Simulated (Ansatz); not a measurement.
## What is wrong with this input? (Al3Cu2)

Someone meant to compute Al3Cu2 with r2SCAN, plane waves and PAW in Ansatz and wrote this input.

```yaml
crystal:
  lattice:
    - [4.0919516368, 0.0, 0.0]
    - [-2.0459758184, 3.5437340685, 0.0]
    - [0.0, 0.0, 4.9927787]
  atoms:
    - { symbol: Al, position: [0.0, 0.0, 0.0] }
    - { symbol: Al, position: [0.3333333333, 0.6666666667, 0.34992535] }
    - { symbol: Al, position: [0.6666666667, 0.3333333333, 0.65007465] }
    - { symbol: Cu, position: [0.3333333333, 0.6666666667, 0.83951213] }
    - { symbol: Cu, position: [0.6666666667, 0.3333333333, 0.16048787] }
basis:
  ecutwfc: 500
kpoints:
  mp_grid: { grid: [12, 12, 8] }
hamiltonian:
  xc: r2scan
scf:
  occupations: { method: gaussian, width: 0.1 }
  max_iter: 12
  convergence: { dr2_threshold: "1e-19 eV" }
output:
  forces: true
  stress: true
  eigenvalues: true
```

Command:

```bash
ansatz run input.yaml --threads 1 --pin off --max-ram 2560MiB --backend cpu --events-out ev --progress --plain --runs-dir out
```

From the log (HF is the Harris–Foulkes energy, dr2 the density residual in eV):

```text
Pseudopotential: Al, paw, valence charge 3, recommended cutoff 500 eV (meta_gga)
Pseudopotential: Cu, paw, valence charge 19, recommended cutoff 500 eV (meta_gga)
Crystal: 5 atoms, lattice volume = 72.399 Å³
Basis set: ecut = 500 eV, 1861 PW (Γ), exchange–correlation on 120×120×160 points (64 copies of the dense FFT grid, shifted against one another)
Bands: 29, of which v1, the nominal top of the filled ones, is band 24 counted from 1 (23 counted from 0)
Symmetry: 12 space group operations
Space group: P-3m1 (ITA 164), of the structure as read, at distance tolerance 4.2e-5 Å
k-points: 131 of 1152
PAW frozen core: Al, regenerated for the run's functional (the file was generated under x = pbe(κ = 0.804, μ = 0.2195), c = pbe(β = 0.0667))
PAW frozen core: Cu, regenerated for the run's functional (the file was generated under x = pbe(κ = 0.804, μ = 0.2195), c = pbe(β = 0.0667))
Initial density: superposition of atomic densities, corrected by the library's trained network
SCF iter   1: HF=-14884.683251 eV  Δρ=2.44e-2  dr2=2.90e-1  dr2_τ=1.83e-2
SCF iter   2: HF=-14884.715938 eV  Δρ=1.66e-2  dr2=1.01e-1  dr2_τ=1.69e-3
SCF iter   3: HF=-14884.679235 eV  Δρ=4.81e-3  dr2=1.77e-2  dr2_τ=5.87e-5
SCF iter   4: HF=-14884.674771 eV  Δρ=1.15e-3  dr2=8.62e-4  dr2_τ=1.07e-5
   ...
SCF iter  10: HF=-14884.674824 eV  Δρ=6.98e-7  dr2=6.21e-10  dr2_τ=2.84e-12
SCF iter  11: HF=-14884.674824 eV  Δρ=3.37e-7  dr2=8.68e-11  dr2_τ=7.14e-13
SCF iter  12: HF=-14884.674824 eV  Δρ=5.31e-8  dr2=1.36e-12  dr2_τ=3.77e-14
Error: did not converge after 12 iterations: dr2 = 1.36e-12 (threshold 1.00e-19), under the density mixer `msr1`, which `scf.mixing.algorithm: auto` chose by the deck's other keys (type `scf.mixing.algorithm: msr1` to keep it); raise `scf.max_iter`, which need not help a stalled SCF …
```

Question: What is wrong, and how is it cured?

Answer: The fault is an SCF threshold too tight for the iterations allowed. The residual can't fall so far within the iterations allowed. The cure is the default threshold.

The change to the input:

```diff
 scf:
-  max_iter: 12
-  convergence: { dr2_threshold: "1e-19 eV" }
```

The mended run converges, with no gap, a largest force of 0.017 eV/Å.

The mended run took 80 s on 1 thread of Intel(R) Xeon(R) Processor @ 2.50GHz (Skylake/Cascade Lake), with other jobs on the host, peak memory 0.69 GiB.